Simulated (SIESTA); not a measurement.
Crystal: GaSb.

```xyz
2
Lattice="0.0000 3.0590 3.0590 3.0590 0.0000 3.0590 3.0590 3.0590 0.0000" Properties=species:S:1:pos:R:3 pbc="T T T"
Sb    4.5885    4.5885    4.5885
Ga    0.0000    0.0000    0.0000
```

| Property | Result |
| --- | --- |
| Program | SIESTA 5.4.2 |
| Task | relaxation of cell and atoms |
| Functional | BLYP |
| Potentials or basis | PseudoDojo 0.4 standard (PBE files) |
| Basis | DZP (energy shift 0.002 Ry; radii capped at 9.5 bohr) |
| Grid cutoff | 800 Ry |
| Energy shift | 0.002 Ry |
| k mesh | 8 × 8 × 8 |
| Occupations | fermi-dirac, width 0.05 eV |
| Spin | no spin polarisation |

At the start: pressure 6.3 GPa; volume 28.62 Å³/atom.

Q: Where does the relaxation end?

A: Over 4 steps the energy falls by 70.3 meV/atom and the volume is 32.69 Å³/atom (+14.2 %); space group F-43m (No. 216, to 0.05 Å).

The path:
```tsv
step	energy change (eV)	largest force (eV/Å)	pressure (GPa)	volume (Å³)
1	0.0000	0.0000	6.26	57.25
2	-0.0121	0.0000	5.92	57.57
3	-0.1374	0.0001	0.82	64.01
4	-0.1407	0.0001	0.05	65.39
```

Final structure:
```
CELL_PARAMETERS angstrom
-0.00003 3.19755 3.19755
3.19755 -0.00003 3.19755
3.19755 3.19755 -0.00003
ATOMIC_POSITIONS crystal
Sb 0.75000 0.75000 0.75000
Ga 0.00000 0.00000 0.00000
```

Caveat: semicore shells carry a single zeta, which can move pressures by several GPa and volumes by a few percent; the potentials were made for another functional, which shifts forces and pressure; the volume moved by +14 % from the deposited cell, more than functionals usually miss; the basis of atomic orbitals isn't converged, which shifts pressures, moduli and gaps.
